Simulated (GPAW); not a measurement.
# HgTe (Fm-3m) in GPAW: convergence with plane-wave cutoff (eV)

Aim: find how far plane-wave cutoff (eV) must go before the results for HgTe settle, at LDA. This setting moves, with any that are tied to it; all else stays.

Program: GPAW 26.7.0. These are calculated values, not measurements. Logs are shortened: lines on timing, memory, paths and dates and some standing lists are left out, and cuts for length are marked. The log counts tension as positive stress, the text compression.

### 1 Starting point

It takes space group Fm-3m (No. 225, cubic). Conventional cell: a = 6.360 Å, b = 6.360 Å, c = 6.360 Å, α = 90.00°, β = 90.00°, γ = 90.00°. Around Hg (site symmetry m-3m) lie 6 Te at 3.18 Å. Around Te (site symmetry m-3m) lie 6 Hg at 3.18 Å.

Measurements of this composition are mostly on another form, of space group No. 216.

### 2 With plane-wave cutoff (eV) 200

The input, run.py:

```python
from ase import Atoms
from ase.dft.bandgap import bandgap
from ase.io import write
from ase.units import GPa
from gpaw import GPAW, PW

atoms = Atoms(['Hg', 'Te'],
              cell=[[0.0, 3.18, 3.18],
                    [3.18, 0.0, 3.18],
                    [3.18, 3.18, 0.0]],
              scaled_positions=[[0.0, 0.0, 0.0],
                                [0.5, 0.5, 0.5]],
              pbc=True)

calc = GPAW(mode=PW(200),
            xc='LDA',
            kpts={'size': (7, 7, 7), 'gamma': True},
            occupations={'name': 'fermi-dirac', 'width': 0.05},
            nbands=18,
            convergence={'density': 1e-05, 'energy': 1e-05},
            maxiter=100,
            txt='gpaw.txt')
atoms.calc = calc
energy = atoms.get_potential_energy()
forces = atoms.get_forces()
stress = atoms.get_stress()
calc.write('gs.gpw')
write('result.traj', atoms)
print(f'Energy: {energy:.6f} eV')
print('Forces (eV/A):')
print(forces.round(4))
print('Stress (GPa):', (stress / GPa).round(3))
print('Fermi level:', round(calc.get_fermi_level(), 4), 'eV')
print(f'Gap: {bandgap(calc)[0]:.4f} eV, direct: {bandgap(calc, direct=True)[0]:.4f} eV')
```

Potentials or basis: the program's PAW data sets (release 1.2.1) made for this functional, pw.

The run is started by

```sh
$ OMP_NUM_THREADS=1 python run.py
```

Wall time 4.9 s (1 thread of Arm Neoverse V1, shared host); peak memory 0.12 GiB.

What came out:

```
Free energy            : -3.3734 eV
Pressure               : -10.4 GPa
Band gap on the k mesh : none (metal or under the smearing width)
```

### 3 With plane-wave cutoff (eV) 250

run.py, as its differences from that of step 2:

```diff
@@ -14,3 +14,3 @@
 
-calc = GPAW(mode=PW(200),
+calc = GPAW(mode=PW(250),
             xc='LDA',
```

Potentials or basis: the program's PAW data sets (release 1.2.1) made for this functional, pw.

The run is started by

```sh
$ OMP_NUM_THREADS=1 python run.py
```

Wall time 7.3 s (1 thread of Arm Neoverse V1, shared host); peak memory 0.12 GiB.

What came out:

```
Free energy            : -3.9930 eV
Pressure               : -14.8 GPa
Band gap on the k mesh : none (metal or under the smearing width)
```

### 4 With plane-wave cutoff (eV) 300

run.py, as its differences from that of step 3:

```diff
@@ -14,3 +14,3 @@
 
-calc = GPAW(mode=PW(250),
+calc = GPAW(mode=PW(300),
             xc='LDA',
```

The run is started by

```sh
$ OMP_NUM_THREADS=1 python run.py
```

Run time: 8 s. Hardware: 1 thread of Arm Neoverse V1, shared host; peak memory 0.12 GiB.

Results:

```yaml
Free_energy: -4.7631 eV
Pressure: -14.2 GPa
Band_gap_on_the_k_mesh: none (metal or under the smearing width)
```

### 5 With plane-wave cutoff (eV) 350

run.py, as its differences from that of step 4:

```diff
@@ -14,3 +14,3 @@
 
-calc = GPAW(mode=PW(300),
+calc = GPAW(mode=PW(350),
             xc='LDA',
```

The run is started by

```sh
$ OMP_NUM_THREADS=1 python run.py
```

Run time: 7.4 s. Hardware: 1 thread of Arm Neoverse V1, shared host; peak memory 0.13 GiB.

Results:

- Free energy: -5.2097 eV
- Pressure: -11.1 GPa
- Band gap on the k mesh: none (metal or under the smearing width)

### 6 With plane-wave cutoff (eV) 400

run.py, as its differences from that of step 5:

```diff
@@ -14,3 +14,3 @@
 
-calc = GPAW(mode=PW(350),
+calc = GPAW(mode=PW(400),
             xc='LDA',
```

Potentials or basis: the program's PAW data sets (release 1.2.1) made for this functional, pw.

The run is started by

```sh
$ OMP_NUM_THREADS=1 python run.py
```

Wall time 11 s (1 thread of Arm Neoverse V1, shared host); peak memory 0.13 GiB.

Results:

* Free energy: -5.3794 eV
* Pressure: -9.0 GPa
* Band gap on the k mesh: none (metal or under the smearing width)

### 7 With plane-wave cutoff (eV) 500

run.py, as its differences from that of step 6:

```diff
@@ -14,3 +14,3 @@
 
-calc = GPAW(mode=PW(400),
+calc = GPAW(mode=PW(500),
             xc='LDA',
```

The run is started by

```sh
$ OMP_NUM_THREADS=1 python run.py
```

Run time: 13 s. Hardware: 1 thread of Arm Neoverse V1, shared host; peak memory 0.14 GiB.

Results (log left out):

```
Free energy            : -5.4412 eV
Pressure               : -7.9 GPa
Band gap on the k mesh : none (metal or under the smearing width)
```

### 8 With plane-wave cutoff (eV) 600

run.py, as its differences from that of step 7:

```diff
@@ -14,3 +14,3 @@
 
-calc = GPAW(mode=PW(500),
+calc = GPAW(mode=PW(600),
             xc='LDA',
```

The run is started by

```sh
$ OMP_NUM_THREADS=1 python run.py
```

Run time: 19 s. Hardware: 1 thread of Arm Neoverse V1, shared host; peak memory 0.16 GiB.

Results (log left out):

```yaml
Free_energy: -5.4470 eV
Pressure: -7.9 GPa
Band_gap_on_the_k_mesh: none (metal or under the smearing width)
```

### 9 With plane-wave cutoff (eV) 800

run.py, as its differences from that of step 8:

```diff
@@ -14,3 +14,3 @@
 
-calc = GPAW(mode=PW(600),
+calc = GPAW(mode=PW(800),
             xc='LDA',
```

Potentials or basis: the program's PAW data sets (release 1.2.1) made for this functional, pw.

The run is started by

```sh
$ OMP_NUM_THREADS=1 python run.py
```

Run time: 25 s. Hardware: 1 thread of Arm Neoverse V1, shared host; peak memory 0.18 GiB.

It converged, with:

* Free energy: -5.4507 eV
* Pressure: -7.8 GPa
* Band gap on the k mesh: none (metal or under the smearing width)

### 10 With plane-wave cutoff (eV) 1000

run.py, as its differences from that of step 9:

```diff
@@ -14,3 +14,3 @@
 
-calc = GPAW(mode=PW(800),
+calc = GPAW(mode=PW(1000),
             xc='LDA',
```

Potentials or basis: the program's PAW data sets (release 1.2.1) made for this functional, pw.

The run is started by

```sh
$ OMP_NUM_THREADS=1 python run.py
```

gpaw.txt:

```text
__  _  _
 | _ |_)|_||  |
 |__||  | ||/\| - 26.7.0

Input parameters:
  mode=PW(ecut=1000.0),
  convergence={'density': 1e-05, 'energy': 1e-05},
  kpts=MonkhorstPack(size=(7, 7, 7), gamma=True),
  maxiter=100,
  nbands=18,
  occupations=Occupations(name='fermi-dirac', width=0.05),
  xc=XC(name='LDA')

Diagonalizing LCAO Hamiltonian
Converting LCAO to pw mode

                 Te

       Hg

Atoms  # Å, Bohr magnetons
|   | symbol |        x |        y |        z |    initial magnetic moments |
|---|--------|----------|----------|----------|-----------------------------|
| 0 |     Hg | 0.000000 | 0.000000 | 0.000000 | ( 0.0000,  0.0000,  0.0000) |
| 1 |     Te | 3.180000 | 3.180000 | 3.180000 | ( 0.0000,  0.0000,  0.0000) |

Unit cell  # Å
| periodic |        x |        y |        z |  lengths |    angles |
|----------|----------|----------|----------|----------|-----------|
|      yes | 0.000000 | 3.180000 | 3.180000 | 4.497199 | 60.000000 |
|      yes | 3.180000 | 0.000000 | 3.180000 | 4.497199 | 60.000000 |
|      yes | 3.180000 | 3.180000 | 0.000000 | 4.497199 | 60.000000 |

Number of symmetries: 48
Symmetry operations  # r_c * U_cc + t_c -> r_c
|    | kind |            matrix            |
|----|------|------------------------------|
|  0 |  σ   |  1, 0, 0,  1, 0,-1,  1,-1, 0 |
|  1 |  C2  |  1, 0, 0,  1,-1, 0,  1, 0,-1 |
|  2 |  E   |  1, 0, 0,  0, 1, 0,  0, 0, 1 |
|  3 |  σ   |  1, 0, 0,  0, 0, 1,  0, 1, 0 |
|  4 |  C4  |  1, 0,-1,  1, 0, 0,  1,-1, 0 |
|  5 |  S6  |  1, 0,-1,  1,-1, 0,  1, 0, 0 |
|  6 |  σ   |  1, 0,-1,  0, 1,-1,  0, 0,-1 |
|  7 |  C3  |  1, 0,-1,  0, 0,-1,  0, 1,-1 |
|  8 |  S6  |  1,-1, 0,  1, 0, 0,  1, 0,-1 |
|  9 |  C4  |  1,-1, 0,  1, 0,-1,  1, 0, 0 |
| 10 |  C3  |  1,-1, 0,  0,-1, 1,  0,-1, 0 |
| 11 |  σ   |  1,-1, 0,  0,-1, 0,  0,-1, 1 |
| 12 |  σ   |  0, 1, 0,  1, 0, 0,  0, 0, 1 |
| 13 |  C4  |  0, 1, 0,  0, 1,-1, -1, 1, 0 |
| 14 |  C3  |  0, 1, 0,  0, 0, 1,  1, 0, 0 |
| 15 |  S6  |  0, 1, 0, -1, 1, 0,  0, 1,-1 |
| 16 |  C2  |  0, 1,-1,  1, 0,-1,  0, 0,-1 |
| 17 |  σ   |  0, 1,-1,  0, 1, 0, -1, 1, 0 |
| 18 |  S4  |  0, 1,-1,  0, 0,-1,  1, 0,-1 |
| 19 |  C4  |  0, 1,-1, -1, 1, 0,  0, 1, 0 |
| 20 |  C3  |  0, 0, 1,  1, 0, 0,  0, 1, 0 |
| 21 |  σ   |  0, 0, 1,  0, 1, 0,  1, 0, 0 |
| 22 |  S6  |  0, 0, 1,  0,-1, 1, -1, 0, 1 |
| 23 |  C4  |  0, 0, 1, -1, 0, 1,  0,-1, 1 |
| 24 |  S4  |  0, 0,-1,  1, 0,-1,  0, 1,-1 |
| 25 |  C3  |  0, 0,-1,  0, 1,-1,  1, 0,-1 |
| 26 |  C2  |  0, 0,-1,  0,-1, 0, -1, 0, 0 |
| 27 |  S6  |  0, 0,-1, -1, 0, 0,  0,-1, 0 |
| 28 |  S4  |  0,-1, 1,  1,-1, 0,  0,-1, 0 |
| 29 |  C4  |  0,-1, 1,  0, 0, 1, -1, 0, 1 |
| 30 |  C2  |  0,-1, 1,  0,-1, 0,  1,-1, 0 |
| 31 |  σ   |  0,-1, 1, -1, 0, 1,  0, 0, 1 |
| 32 |  C3  |  0,-1, 0,  1,-1, 0,  0,-1, 1 |
| 33 |  S6  |  0,-1, 0,  0, 0,-1, -1, 0, 0 |
| 34 |  S4  |  0,-1, 0,  0,-1, 1,  1,-1, 0 |
| 35 |  C2  |  0,-1, 0, -1, 0, 0,  0, 0,-1 |
| 36 |  C2  | -1, 1, 0,  0, 1, 0,  0, 1,-1 |
| 37 |  S6  | -1, 1, 0,  0, 1,-1,  0, 1, 0 |
| 38 |  S4  | -1, 1, 0, -1, 0, 1, -1, 0, 0 |
| 39 |  C3  | -1, 1, 0, -1, 0, 0, -1, 0, 1 |
| 40 |  S6  | -1, 0, 1,  0, 0, 1,  0,-1, 1 |
| 41 |  C2  | -1, 0, 1,  0,-1, 1,  0, 0, 1 |
| 42 |  C3  | -1, 0, 1, -1, 1, 0, -1, 0, 0 |
| 43 |  S4  | -1, 0, 1, -1, 0, 0, -1, 1, 0 |
| 44 |  C2  | -1, 0, 0,  0, 0,-1,  0,-1, 0 |
| 45 |  i   | -1, 0, 0,  0,-1, 0,  0, 0,-1 |
| 46 |  σ   | -1, 0, 0, -1, 1, 0, -1, 0, 1 |
| 47 |  C2  | -1, 0, 0, -1, 0, 1, -1, 1, 0 |

BZ-sampling:
  Number of BZ points: 343
  Number of IBZ points: 20

  Monkhorst-Pack size: [7, 7, 7]
  Monkhorst-Pack shift: [0, 0, 0]

K-points  # in reciprocal-cell coordinates
|     |                                coordinates |     weight |
|-----|--------------------------------------------|------------|
|   0 | (  0.00000000,   0.00000000,   0.00000000) | 0.00291545 |
|   1 | (  0.14285714,   0.14285714,   0.00000000) | 0.01749271 |
|   2 | (  0.14285714,   0.14285714,   0.14285714) | 0.02332362 |
|   3 | (  0.28571429,   0.14285714,   0.14285714) | 0.03498542 |
|   4 | (  0.28571429,   0.28571429,   0.00000000) | 0.01749271 |
|   5 | (  0.28571429,   0.28571429,   0.14285714) | 0.06997085 |
|   6 | (  0.28571429,   0.28571429,   0.28571429) | 0.02332362 |
|   7 | (  0.42857143,  -0.28571429,  -0.28571429) | 0.03498542 |
|   8 | (  0.42857143,   0.28571429,  -0.42857143) | 0.13994169 |
|   9 | (  0.42857143,   0.28571429,  -0.28571429) | 0.06997085 |
| ... |                                            |            |
|  19 | (  0.42857143,   0.42857143,   0.42857143) | 0.02332362 |

Plane wave coefficients: 4645
Cutoff: 1000.0 eV

Spin-components: 1 (collinear spins)
Bands:           18
Projectors:      11
Spin-degeneracy: 2
Datatype:        complex128

Parallelization:
  kpt:    1
  domain: 1
  band:   1

Density:
  Valence electrons: 24.0
  Components: 1
  Grid points: [35 35 35]
  Charge: 0.0  # |e|

Potential:
  Grid points: [35 35 35]

species:
  Hg:
    name:    Mercury
    Z:       80.0
    valence: 18
    core:    62
    charge:  0.0  # [|e|]
    compensation charges:
      type: gauss
      rc: 0.41  # [Å]
      lmax: 2
    cutoffs:
      filter: 2.17  # [Å]
      core: 2.06  # [Å]
    projectors
    | kind |    occ | energy [eV] | rcut [Å] |
    |------|--------|-------------|----------|
    |   6s |  2.000 |      -7.094 |    1.307 |
    |   5p |  6.000 |     -66.817 |    1.291 |
    |   6p |  0.000 |      -1.195 |    1.291 |
    |   5d | 10.000 |     -10.099 |    1.302 |
    |    s |        |      20.118 |    1.307 |
    |    d |        |      17.112 |    1.302 |

    Using partial waves for Hg as LCAO basis

  Te:
    name:    Tellurium
    Z:       52.0
    valence: 6
    core:    46
    charge:  0.0  # [|e|]
    compensation charges:
      type: gauss
      rc: 0.36  # [Å]
      lmax: 2
    cutoffs:
      filter: 2.09  # [Å]
      core: 3.17  # [Å]
    projectors
    | kind |    occ | energy [eV] | rcut [Å] |
    |------|--------|-------------|----------|
    |   5s |  2.000 |     -15.337 |    1.180 |
    |   5p |  4.000 |      -6.113 |    1.196 |
    |    s |        |      11.875 |    1.180 |
    |    p |        |      21.098 |    1.196 |
    |    d |        |       0.000 |    1.238 |

    Using partial waves for Te as LCAO basis

Reference energy: -717502.457223  # eV

eigensolver:
  PPCG
  Converge bands: occupied
  niter=2

density mixing:
  MSR1-Mixer
  Pratt-step length: 0.05
  Maximum mixing coefficient: 0.75
  Old densities: 10
  SVD Regularization: 0.005
  Good broyden scale: 1.0
  Trust region scale: 1.0
  Backstep threshold: 4.0
  History deletion threshold: 6.0
  Fourier metric: weight=20.0, sigma=0.015

occupation numbers:
  Fermi-Dirac:
    width: 0.0500  # eV

poisson solver:
  ecut: 8000.0  # eV

xc functional:
  name: None

convergence criteria:
[... 6 lines left out ...]
|iter     | |      energy | eigst |  dens |
|---------|-|-------------|-------|-------|
|iter:   1| |   -5.561107 | -0.18 |       |
|iter:   2| |   -5.524646 | -2.16 | -1.47 |
|iter:   3| |   -5.434020 | -2.20 | -1.51 |
|iter:   4| |   -5.443423 | -3.14 | -1.94 |
|iter:   5| |   -5.446642 | -3.50 | -2.36 |
|iter:   6| |   -5.446697 | -5.28 | -3.40 |
|iter:   7| |   -5.446709c| -5.76 | -3.99 |
|iter:   8| |   -5.446710c| -7.32 | -4.45 |
|iter:   9| |   -5.446710c| -7.59c| -5.11c|

Converged in 9 steps
Energy contributions relative to reference atoms: (reference = -717502.457223)

Energy contributions:
  Kinetic:          12.277324
  Coulomb:          -9.683577
  Zero:             -2.110103
  External:          0.000000
  Xc:               -5.926179
  Entropy:          -0.008349
  Spinorbit:         0.000000
  ----------------------------
  Free energy:      -5.450884
  Extrapolated:     -5.446710

dipole moment: (-22.057774, -22.057774, -22.057774)  # |e|*Ang

Fermi level: 4.258
Eigenvalues  # (at kpt = [0.000, 0.000, 0.000])
| band index |      eig [eV] | occ [0-2] |
|------------|---------------|-----------|
|          0 |       -58.658 |     2.000 |
|        ... |               |           |
|          5 |        -2.148 |     2.000 |
|          6 |        -2.094 |     2.000 |
|          7 |        -2.094 |     2.000 |
|          8 |        -2.094 |     2.000 |
|          9 |         2.794 |     2.000 |
|         10 |         3.684 |     2.000 |
|         11 |         3.684 |     2.000 |
|         12 |         3.684 |     2.000 |
|         13 |        11.604 |     0.000 |
|         14 |        11.604 |     0.000 |
|         15 |        11.604 |     0.000 |
|         16 |        11.868 |     0.000 |
|         17 |        11.868 |     0.000 |

No gap
No difference between direct/indirect transitions

Forces  # eV/Ang
|       x |        y |        z |
|---------|----------|----------|
| 0.00000 |  0.00000 |  0.00000 |  # Hg   0
| 0.00000 | -0.00000 | -0.00000 |  # Te   1

Stress tensor  # eV/Ang^3
|        x |        y |        z |
|----------|----------|----------|
| 0.048913 | 0.000000 | 0.000000 |
| 0.000000 | 0.048913 | 0.000000 |
| 0.000000 | 0.000000 | 0.048913 |

# Writing to gs.gpw (mode='')
```

Wall time 40 s (1 thread of Arm Neoverse V1, shared host); peak memory 0.21 GiB.

Results:

```
Free energy            : -5.4509 eV
Pressure               : -7.8 GPa
Band gap on the k mesh : none (metal or under the smearing width)
```

### 11 Summary

| plane-wave cutoff (eV) | energy less the tightest run, at zero smearing (meV/atom) | pressure (GPa) | SCF cycles | CPU time (s) | peak memory (GiB) |
| --- | --- | --- | --- | --- | --- |
| 200 | 1038.98 | -10.38 | 9 | 4.9 | 0.12 |
| 250 | 729.09 | -14.76 | 9 | 7.3 | 0.12 |
| 300 | 343.94 | -14.18 | 9 | 8 | 0.12 |
| 350 | 120.59 | -11.08 | 9 | 7.4 | 0.13 |
| 400 | 35.74 | -9.01 | 9 | 11 | 0.13 |
| 500 | 4.84 | -7.94 | 9 | 13 | 0.14 |
| 600 | 1.92 | -7.87 | 9 | 19 | 0.16 |
| 800 | 0.12 | -7.84 | 9 | 25 | 0.18 |
| 1000 | 0.00 | -7.84 | 9 | 40 | 0.21 |

Against the tightest run, the energy stays within 1 meV/atom from 800 on; the pressure stays within 0.1 GPa from 500 on. The tightest run that finished is the yardstick and may itself not be fully converged.
